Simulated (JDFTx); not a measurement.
Input of a JDFTx 1.7.0 (patched build) run:

The input bands.in:

```
lattice \
    3.1800000000    -1.5900000000     0.0000000000 \
    0.0000000000     2.7539607840     0.0000000000 \
    0.0000000000     0.0000000000     5.1660000000
latt-scale 1.889726124626 1.889726124626 1.889726124626
coords-type Lattice
ion Ga     0.6666666667     0.3333333333     0.5000000000 1
ion Ga     0.3333333333     0.6666666667     0.0000000000 1
ion N      0.6666666667     0.3333333333     0.8750000000 1
ion N      0.3333333333     0.6666666667     0.3750000000 1

ion-species pseudo/Ga.upf
ion-species pseudo/N.upf
elec-cutoff 42 336
elec-ex-corr gga-PBEsol
elec-smearing Fermi 0.0018374661
elec-n-bands 25
electronic-minimize nIterations 30 energyDiffThreshold 1e-06
davidson-band-ratio 1.3
forces-output-coords Cartesian
include path.kpoints
symmetries none
fix-electron-density run.$VAR

dump-name bands.$VAR
dump End Ecomponents EigStats BandEigs Kpoints Forces
```

The input path.kpoints:

```
kpoint +0.0000000000 +0.0000000000 +0.0000000000 0.020000000000
kpoint +0.0833333333 +0.0000000000 +0.0000000000 0.020000000000
kpoint +0.1666666667 +0.0000000000 +0.0000000000 0.020000000000
kpoint +0.2500000000 +0.0000000000 +0.0000000000 0.020000000000
kpoint +0.3333333333 +0.0000000000 +0.0000000000 0.020000000000
kpoint +0.4166666667 +0.0000000000 +0.0000000000 0.020000000000
kpoint +0.5000000000 +0.0000000000 +0.0000000000 0.020000000000
kpoint +0.4444444444 +0.1111111111 +0.0000000000 0.020000000000
kpoint +0.3888888889 +0.2222222222 +0.0000000000 0.020000000000
kpoint +0.3333333333 +0.3333333333 +0.0000000000 0.020000000000
kpoint +0.2916666667 +0.2916666667 +0.0000000000 0.020000000000
kpoint +0.2500000000 +0.2500000000 +0.0000000000 0.020000000000
kpoint +0.2083333333 +0.2083333333 +0.0000000000 0.020000000000
kpoint +0.1666666667 +0.1666666667 +0.0000000000 0.020000000000
kpoint +0.1250000000 +0.1250000000 +0.0000000000 0.020000000000
kpoint +0.0833333333 +0.0833333333 +0.0000000000 0.020000000000
kpoint +0.0416666667 +0.0416666667 +0.0000000000 0.020000000000
kpoint +0.0000000000 +0.0000000000 +0.0000000000 0.020000000000
kpoint +0.0000000000 +0.0000000000 +0.1666666667 0.020000000000
kpoint +0.0000000000 +0.0000000000 +0.3333333333 0.020000000000
kpoint +0.0000000000 +0.0000000000 +0.5000000000 0.020000000000
kpoint +0.0714285714 +0.0000000000 +0.5000000000 0.020000000000
kpoint +0.1428571429 +0.0000000000 +0.5000000000 0.020000000000
kpoint +0.2142857143 +0.0000000000 +0.5000000000 0.020000000000
kpoint +0.2857142857 +0.0000000000 +0.5000000000 0.020000000000
kpoint +0.3571428571 +0.0000000000 +0.5000000000 0.020000000000
kpoint +0.4285714286 +0.0000000000 +0.5000000000 0.020000000000
kpoint +0.5000000000 +0.0000000000 +0.5000000000 0.020000000000
kpoint +0.4583333333 +0.0833333333 +0.5000000000 0.020000000000
kpoint +0.4166666667 +0.1666666667 +0.5000000000 0.020000000000
kpoint +0.3750000000 +0.2500000000 +0.5000000000 0.020000000000
kpoint +0.3333333333 +0.3333333333 +0.5000000000 0.020000000000
kpoint +0.2962962963 +0.2962962963 +0.5000000000 0.020000000000
kpoint +0.2592592593 +0.2592592593 +0.5000000000 0.020000000000
kpoint +0.2222222222 +0.2222222222 +0.5000000000 0.020000000000
kpoint +0.1851851852 +0.1851851852 +0.5000000000 0.020000000000
kpoint +0.1481481481 +0.1481481481 +0.5000000000 0.020000000000
kpoint +0.1111111111 +0.1111111111 +0.5000000000 0.020000000000
kpoint +0.0740740741 +0.0740740741 +0.5000000000 0.020000000000
kpoint +0.0370370370 +0.0370370370 +0.5000000000 0.020000000000
kpoint +0.0000000000 +0.0000000000 +0.5000000000 0.020000000000
kpoint +0.5000000000 +0.0000000000 +0.5000000000 0.020000000000
kpoint +0.5000000000 +0.0000000000 +0.3750000000 0.020000000000
kpoint +0.5000000000 +0.0000000000 +0.2500000000 0.020000000000
kpoint +0.5000000000 +0.0000000000 +0.1250000000 0.020000000000
kpoint +0.5000000000 +0.0000000000 +0.0000000000 0.020000000000
kpoint +0.3333333333 +0.3333333333 +0.0000000000 0.020000000000
kpoint +0.3333333333 +0.3333333333 +0.1666666667 0.020000000000
kpoint +0.3333333333 +0.3333333333 +0.3333333333 0.020000000000
kpoint +0.3333333333 +0.3333333333 +0.5000000000 0.020000000000
```

Potentials or basis: PseudoDojo-SR-PBEsol-0.4.1-standard with smoothed tails.

Command:

```console
$ jdftx -c 1 -i bands.in -o bands.out
```

(1) Estimate the band gap along the path.

## Answers

(1) 1.95 eV, direct.

**Experimental background.**

From “Studying electronic properties in GaN without electrical contacts using γ-γ vs e−-γ Perturbed Angular Correlations”, 2019, pmc:6823545, for a bulk crystal of GaN: band gap 3.503 ± 0.005 eV (direct).

Against the measured gap of GaN, 3.503 eV (direct; quoted in “Studying electronic properties in GaN without electrical contacts using γ-γ vs e−-γ Perturbed Angular Correlations”, 2019, pmc:6823545), the calculated 1.95 eV is off by -1.55 eV. Spin-orbit coupling on Ga is left out. The value is that of PBEsol, without temperature or zero-point motion. Semilocal functionals fall short of measured gaps as a rule.
